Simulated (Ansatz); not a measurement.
## Pd: a jump of H

Computed with DFT r2SCAN, scalar-relativistic, plane waves, PAW (Ansatz 0.2.0). Settings: 500 eV cutoff, 4×4×4 k-mesh, shifted by half a step, Gaussian smearing of 0.10 eV, no spin polarisation.

Host crystal, relaxed:

```
Pd
1.0
     0.00000    1.95374    1.95374
     1.95374    0.00000    1.95374
     1.95374    1.95374    0.00000
Pd
1
Direct
  0.00000 0.00000 0.00000
```

In a supercell of 16 host sites, interstitial H hops to an equivalent place, moving 2.75 Å between the relaxed ends. Climbing-image nudged elastic band at fixed cell with images 0 (start) to 6 (end), the path measured over all atoms, converged to 0.05 eV/Å; the order of the saddle wasn't checked, and the small cell leaves errors of about a tenth of an eV. Zero-point motion and tunnelling, which matter for H, are left out.

Supercell rows in host cell vectors: -1 -1 -1; 3 -1 -1; -1 -1 3. H was set at (0.500, 0.500, 0.500) of the host cell.

At the relaxed start H has 1 Pd at 1.96 Å, 1 Pd at 1.97 Å, 3 Pd at 1.98 Å, 1 Pd at 1.99 Å.

**Question.** What barrier does the band give, and what surrounds the atom at the top?

**Answer.** 0.13 eV at image 4, where H has 3 Pd at 1.69 Å.

Cost: 1 run of about 2.4 core-hours, on Intel Xeon 6975P-C (Granite Rapids) (shared hosts).